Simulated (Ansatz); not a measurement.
## Pt: phonons with PBEsol

Crystal: Pt.

```
CELL_PARAMETERS angstrom
2.76067 0.00000 0.00000
-1.38033 2.39081 0.00000
0.00000 0.00000 4.79213
ATOMIC_POSITIONS crystal
Pt 0.33333 0.66667 0.25000
Pt 0.66667 0.33333 0.75000
```

This isn't the form of Pt at room conditions, which is fcc.

* Program: Ansatz 0.2.0
* Task: phonons
* Functional: PBEsol
* Potentials or basis: Ansatz PAW
* Cutoff: 420 eV (not typed: the program's choice for these potentials)
* k mesh: 10 × 10 × 6
* Occupations: fermi-dirac, width 0.05 eV
* Spin: no spin polarisation
* q mesh: 2 × 2 × 2
* Path: [["G", "M", "K", "G", "A", "L", "H", "A"], ["L", "M"], ["K", "H"]]
* Points for each segment of the path: 8

The band gap on the k mesh is none (metal or under the smearing width). The highest phonon frequency is 167 cm⁻¹ and the most unstable mode is 34i cm⁻¹.

Levels at points of the mesh, in eV from the Fermi level:
```tsv
k point	band 14	band 15	band 16	band 17	band 18	band 19	band 20	band 21	band 22
(0.00, 0.00, 0.00)	-3.06	-3.06	-1.78	-1.78	-0.78	-0.20	-0.20	4.66	15.04
(0.00, 0.00, -0.50)	-3.41	-3.41	-3.41	-0.77	-0.77	-0.77	-0.77	11.86	11.86
(0.00, -0.50, 0.00)	-2.93	-2.61	0.03	0.31	0.51	2.25	3.72	7.22	8.79
(0.00, -0.50, -0.50)	-1.78	-0.86	-0.86	0.42	0.42	1.66	1.66	6.43	6.43
```

Phonon frequencies in cm⁻¹ (negative: imaginary):
```tsv
q point	frequencies
(0.000, 0.000, 0.000)	-34 -34 0 0 0 155
(0.000, 0.000, -0.500)	-19 -19 -19 -19 109 109
(0.000, -0.500, 0.000)	56 88 97 102 151 167
(0.000, -0.500, -0.500)	88 88 92 92 160 160
```

Run time: 37 s on 2 threads of Arm Neoverse V2 (shared host), peak memory 0.56 GiB.

Caveat: some modes are imaginary; the q mesh is small, so phonon branches between its points and thermal values are rough; some levels weren't fully converged. Spin-orbit coupling is left out, which matters for the levels of Pt.
